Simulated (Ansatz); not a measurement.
# CsPbBr3: changing the functional

```
Pb Cs Br
1.0
     5.87000    0.00000    0.00000
     0.00000    5.87000    0.00000
     0.00000    0.00000    5.87000
Pb Cs Br
1 1 3
Direct
  0.50000 0.50000 0.50000
  0.00000 0.00000 0.00000
  0.50000 0.50000 0.00000
  0.50000 0.00000 0.50000
  0.00000 0.50000 0.50000
```

Measurements of this composition are mostly on another form, of space group No. 62.

Kept alike: task band structure; k mesh 5 × 5 × 5; occupations fermi-dirac, width 0.05 eV; no spin polarisation. Program: Ansatz, all-electron LAPW, scalar-relativistic. The mesh is that of the run's cell of 5 atoms. No spin-orbit coupling.

| run | band gap (eV) | pressure (GPa) |
| --- | --- | --- |
| A | 1.531 | 1.41 |
| B | 1.389 | -1.21 |
| C | 1.429 | -0.03 |

Pressure is positive in compression. Spin-orbit coupling, left out here, moves the band edges of heavy atoms and can close or invert small gaps. Gaps are the smaller of the mesh's and the band path's.

The runs differ in the functional alone: LDA; PBE; PBEsol. Which run is which?

Run A is PBE; run B is LDA; run C is PBEsol. The band gap runs from 1.389 (LDA) to 1.531 eV (PBE). From PBE: LDA -0.142; PBEsol -0.102. The pressure runs from -1.21 (LDA) to 1.41 GPa (PBE). From PBE: LDA -2.62; PBEsol -1.44. A positive pressure means that the functional's own cell is larger than the one given, a negative one that it is smaller.
